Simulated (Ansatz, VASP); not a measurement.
## Na in VASP and in Ansatz

```
CELL_PARAMETERS angstrom
0.00000 3.43810 3.43810
3.43810 0.00000 3.43810
3.43810 3.43810 0.00000
ATOMIC_POSITIONS crystal
Na 0.87500 0.87500 0.87500
Na 0.12500 0.12500 0.12500
```

Alike in both runs: functional PBE; k mesh 10 × 10 × 10; occupations fermi-dirac, width 0.08 eV; no spin polarisation.

Ansatz relaxed the structure, and its values are those at the end. VASP's run is a single point on that final structure, the one shown.

```csv
,VASP,Ansatz
version,VASP 6.6.1,Ansatz 0.2.0
potentials or method,"VASP PAW PBE potentials, release 64 (Na_pv)","PAW with Ansatz's default frozen-core files, scalar-relativistic"
plane-wave cutoff (eV),520,420
valence electrons in the cell,14,18
```

|  | VASP | Ansatz | Ansatz less VASP |
| --- | --- | --- | --- |
| pressure (GPa) | 1.4 | 1.4 | +0.03 |

With one functional, cell and mesh, what is left measures potentials, basis and numerics. The two sets of potentials don't hold the same shells in valence.
